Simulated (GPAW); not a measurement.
# KF (Carobbiite): G0W0 with GPAW, start to end, part 2 of 2

How does a plane-wave GW calculation on KF (Carobbiite) run from the first input to the gap?

GPAW 26.7.0; PBE and many-body steps on it, plane waves. Known limits of the many-body steps: not at the basis limit.

So far. Step 3 (Bands along the symmetry lines): The gap is 6.182 eV, as in the run before at this level. Step 4 (Empty states on the mesh, 6×6×6 mesh, 210 bands): On this mesh the gap is 6.182 eV.

### Step 5. Screening and self-energy, 6×6×6 mesh, 200 bands, screening to 175 eV

G0W0 replaces the xc potential by the self-energy, built once from these orbitals. Only a window of levels is corrected, while the sums run over the empty bands that the input names.

This step: G0W0 on PBE, plane waves, PAW.

The input, run.py:

```python
import json
import numpy as np
from gpaw.mpi import world
from gpaw.response.g0w0 import G0W0

gw = G0W0('full.gpw',
    filename='gw',
    kpts=[0],
    bands=(6, 10),
    ecut=175,
    nbands=200,
    integrate_gamma='WS',
    ppa=True)
gw.calculate()
res = {mode: {k: v for k, v in r.items() if k != 'sigma_eskwn'}
       for mode, r in gw.all_results.items()}

if world.rank == 0:
    with open('result.json', 'w') as f:
        json.dump(res, f, default=lambda x: x.tolist())
```

Launch:

```console
$ mpirun -n 4 gpaw python run.py
```

Numbers of over 12 decimals in the logs are rounded to 6 here.

Log:

```text
Using integrator: PointIntegrator
FrequencyGridDescriptor(from 0.000+0.000j to 0.000+27.211j eV, 2 points)
Nonperiodic BCs:  [False False False]
Using integrator: PointIntegrator
FrequencyGridDescriptor(from 0.000+0.000j to 0.000+27.211j eV, 2 points)
Nonperiodic BCs:  [False False False]
  ___  _ _ _
 |   || | | |
 | | || | | |
 |__ ||_____|
 |___|

BZ k-points: Symmetries present (total): 48

  [... matrices ...]
216 k-points: 6 x 6 x 6 Monkhorst-Pack grid + [1/12,1/12,1/12]
16 k-points in the irreducible part of the Brillouin zone
       k-points in crystal coordinates                weights
   0:     0.00000000    0.00000000    0.00000000          1/216
   1:     0.16666667    0.16666667    0.00000000          6/216
   2:     0.16666667    0.16666667    0.16666667          8/216
   3:     0.33333333    0.16666667    0.16666667         12/216
   4:     0.33333333    0.33333333   -0.33333333         12/216
   5:     0.33333333    0.33333333    0.00000000          6/216
   6:     0.33333333    0.33333333    0.16666667         24/216
   7:     0.33333333    0.33333333    0.33333333          8/216
   8:     0.50000000    0.33333333   -0.33333333         24/216
   9:     0.50000000    0.33333333   -0.16666667         12/216
          ...
  15:     0.50000000    0.50000000    0.50000000          4/216

Distributing spins, k-points and bands (1 x 1 x 4) over 4 processes
Number of blocks: 1

Quasi particle states:
k-points (IBZ indices): [0]
Band range: (6, 10)
  [... matrices ...]
Computational parameters:
Plane wave cut-off: 175 eV
Number of bands: 200
Coulomb cutoff: None
Broadening: 0.1 eV

fxc modes: GW
Kernel: RPA
Using Godby-Needs plasmon-pole approximation:
  Fitting energy: i*E0, E0 = 1.000 Hartree
Summing all q:

Calculating screened Coulomb potential
No Coulomb truncation
FrequencyGridDescriptor(from 0.000+0.000j to 0.000+27.211j eV, 2 points)
Removing empty qpoint cache files...

Calculating chi0 body with:
    Ground state adapter containing:
    Number of spins: 1
    Number of kpoints: 216
    Number of irreducible kpoints: 16
    Number of completely occupied states: 8
    Number of partially occupied states: 8
    Occupied states memory: 1.6875 M / cpu

    Linear response parametrization:
    q_c: [1.3877787807814457e-17, 1.3877787807814457e-17, 1.3877787807814457e-17]
    Number of frequency points: 2
    Planewave cutoff: 175.0
    Number of bands: 200
    Number of planewaves: 181
    Broadening (eta): 1e-06
    comm.size: 4
    kncomm.size: 4
    blockcomm.size: 1

    Memory estimate of potentially large arrays:
        chi0_wGG: 0.999786 M / cpu
Integrating chi0 body.

Symmetries of q_c:
    Direct symmetries (Uq -> q): 48
    Indirect symmetries (TUq -> q): 0
In total 48 allowed symmetries.

  [... matrices ...]
16 groups of equivalent kpoints. 92.592593% reduction.

Integral kind: response function
Integrating chi0 head and wings.

Symmetries of q_c:
    Direct symmetries (Uq -> q): 48
    Indirect symmetries (TUq -> q): 0
In total 48 allowed symmetries.

  [... matrices ...]
16 groups of equivalent kpoints. 92.592593% reduction.

Integral kind: response function wings

Calculating chi0 body with:
    Ground state adapter containing:
    Number of spins: 1
    Number of kpoints: 216
    Number of irreducible kpoints: 16
    Number of completely occupied states: 8
    Number of partially occupied states: 8
[... the further q-points ...]

Results:
f:      Occupation numbers
eps:     KS-eigenvalues [eV]
vxc:     KS vxc [eV]
exx:     Exact exchange [eV]
sigma:   Self-energies [eV]
dsigma:  Self-energy derivatives
Z:       Renormalization factors
qp:      QP-energies [eV]

k-point 0 (0): (0.000, 0.000, 0.000)                GW
band       f     eps     vxc     exx   sigma  dsigma       Z      qp
                                                                   GW
   6   1.000  -0.351 -23.011 -30.632   4.632  -0.243   0.805  -2.757
   7   1.000  -0.351 -23.011 -30.632   4.632  -0.243   0.805  -2.757
   8   0.000   5.830  -8.812  -4.829  -2.842  -0.111   0.900   6.857
   9   0.000  10.304 -11.318  -5.387  -3.138  -0.120   0.893  12.798
```

It took 3 min on 4 MPI ranks of Intel Xeon Platinum 8488C (Sapphire Rapids), shared host; peak memory 1.3 GiB.

Numbers from this step:

| Property | Result |
| --- | --- |
| G0W0 gap on the points computed | 9.614 eV |
| least direct G0W0 gap on the computed points | 9.614 eV |
| Z at the valence top | 0.8048 |
| Z at the conduction bottom | 0.8997 |
| starting gap on the mesh | 6.182 eV |
| k of the valence top | 0, 0, 0 |
| k of the conduction bottom | 0, 0, 0 |

The gap on the mesh goes from 6.18 eV to 9.61 eV, a correction of +3.43 eV.

Limits: finite bands, cutoff and mesh. v1 is the top filled band, c1 the lowest empty one. Levels before and after the correction, in eV, zero at the valence-band top of each column:

|  | conduction bottom | valence top |
| --- | --- | --- |
| Kohn-Sham | 6.18 | 0.00 |
| G0W0 | 9.61 | 0.00 |

|  | level | energy (eV) |
| --- | --- | --- |
| Kohn-Sham | Γ v2-v1 | 0.000 |
| Kohn-Sham | Γ c1 | 6.182 |
| Kohn-Sham | Γ c2 | 10.655 |
| G0W0 | Γ v2-v1 | 0.000 |
| G0W0 | Γ c1 | 9.614 |
| G0W0 | Γ c2 | 15.556 |

### Step 6. Where the time went

Times are wall times on 4 MPI ranks of Intel Xeon Platinum 8488C (Sapphire Rapids), shared host, good to a factor of about two.

| step | time | share | memory (GiB) |
| --- | --- | --- | --- |
| ground state | 6.6 s | 3 % | 0.67 |
| bands along the symmetry lines | 6.4 s | 3 % | 0.7 |
| empty states on the mesh | 11 s | 5 % | 1.3 |
| screening and self-energy | 3 min | 88 % | 1.3 |

### Step 7. Outcome

```json
{
  "PBE gap": "6.18 eV, direct",
  "G0W0 gap on the mesh": "9.61 eV",
  "GW settings": "6×6×6 mesh, 200 bands, screening to 175 eV, Godby-Needs plasmon pole",
  "known limits": "not at the basis limit"
}
```

What this shows: G0W0 moves the gap on the mesh from 6.18 eV to 9.61 eV (+3.43 eV), with Z of 0.80 and 0.90 at the edges. Only 1 of the mesh's irreducible points was corrected, so a valley elsewhere could overtake. The dearest step here is «screening and self-energy». Bands and cutoff are finite, so the gap is not at the basis limit. The miss can reach some tenths of an eV and take either sign; the mesh is an error of its own. These stock PAW sets were not made for GW. In the G0W0 run levels were corrected at 1 k point alone, so a gap called «on the mesh» is the least over those, and an edge elsewhere would be missed.

[Paths, hosts, dates, memory and timing lines, banners, echoed tables and standing remarks are left out of the program output.]

[Logs are printed without paths, hosts, clocks, repeated set-up lines and the standing remarks that a program may print on its own settings, such as how far it seeks lower states.]

[Runs of the session that timed out or met a known fault of the program may be left out.]

[Hosts, paths, dates, database ids (printed as entryN), source tags and the programs' standing remarks are cut or masked in the printed files.]
